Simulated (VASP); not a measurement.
Input of a VASP 6.6.1 run:

File INCAR:

```
SYSTEM = MgTe
  PREC = Accurate
  ENCUT = 520
  EDIFF = 1E-7
  ISMEAR = 0
  SIGMA = 0.05
  LREAL = .False.
  LASPH = .True.
  NELM = 100
  ALGO = Fast
  ISIF = 2
  LWAVE = .False.
  LCHARG = .False.
  GGA = CA
  NBANDS = 16
```

File KPOINTS:

```
regular mesh
0
Gamma
  9 9 4
  0 0 0
```

Contents of POSCAR:

```
MgTe
1.0
    4.5400020208      0.0000000000      0.0000000000
   -2.2700010104      3.9317570832      0.0000000000
    0.0000000000      0.0000000000      7.3950000000
Mg Te
2 2
Direct
    0.3333333333      0.6666666667      0.0000000000
    0.6666666667      0.3333333333      0.5000000000
    0.3333333333      0.6666666667      0.3598580122
    0.6666666667      0.3333333333      0.8598580122
```

Potentials or basis: VASP PAW LDA potentials, release 64 (Mg, Te).

Command:

```console
$ cat potpaw_LDA.64/Mg/POTCAR potpaw_LDA.64/Te/POTCAR > POTCAR
$ mpirun -np 1 vasp_std > vasp.out
```

Q: Estimate the largest force.

A: 0.619 eV/Å.

Q: Estimate the band gap on the k mesh.

A: 2.27 eV, direct.

Forces on the atoms (eV/Å):
```
Mg   0.000  0.000 -0.619
Mg   0.000  0.000 -0.619
Te   0.000  0.000  0.619
Te   0.000  0.000  0.619
```

Caveat: spin-orbit coupling is left out, which moves the levels of the heavy elements.
